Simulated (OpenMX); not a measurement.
The system is SnO2 (Cassiterite).

```
Sn O
1.0
     4.73800    0.00000    0.00000
     0.00000    4.73800    0.00000
     0.00000    0.00000    3.18650
Sn O
2 4
Direct
  0.50000 0.50000 0.50000
  0.00000 0.00000 0.00000
  0.80710 0.19290 0.50000
  0.69290 0.69290 0.00000
  0.19290 0.80710 0.50000
  0.30710 0.30710 0.00000
```

Base run:

* Program: OpenMX 3.8.5
* Functional: PBE
* Potentials or basis: OpenMX 2013 PBE set, Sn7.0-s3p2d1, O6.0-s2p2, grid cutoff 500 Ry
* k mesh: 7 × 7 × 9
* Occupations: fermi-dirac, width 0.05 eV
* Spin: no spin polarisation

Its results: band gap on the k mesh 0.83 eV, direct; pressure 17.9 GPa; largest force 0.472 eV/Å.

Question: The run is repeated on the same cell with these changes: potentials or basis from OpenMX 2013 PBE set, Sn7.0-s3p2d1, O6.0-s2p2, grid cutoff 500 Ry to OpenMX 2013 PBE set, Sn7.0-s3p2d2, O6.0-s2p2d1, grid cutoff 500 Ry. What comes out?

Answer: Band gap on the k mesh 0.21 eV, indirect (least direct gap 1.22 eV); pressure 17.2 GPa; largest force 0.360 eV/Å.

Caveats: so large a pressure means that the cell lies far from this level's equilibrium, or that cutoff or potentials fall short; spin-orbit coupling is left out, which moves the levels of the heavy elements; the basis of atomic orbitals isn't converged, which shifts pressures, moduli and gaps.
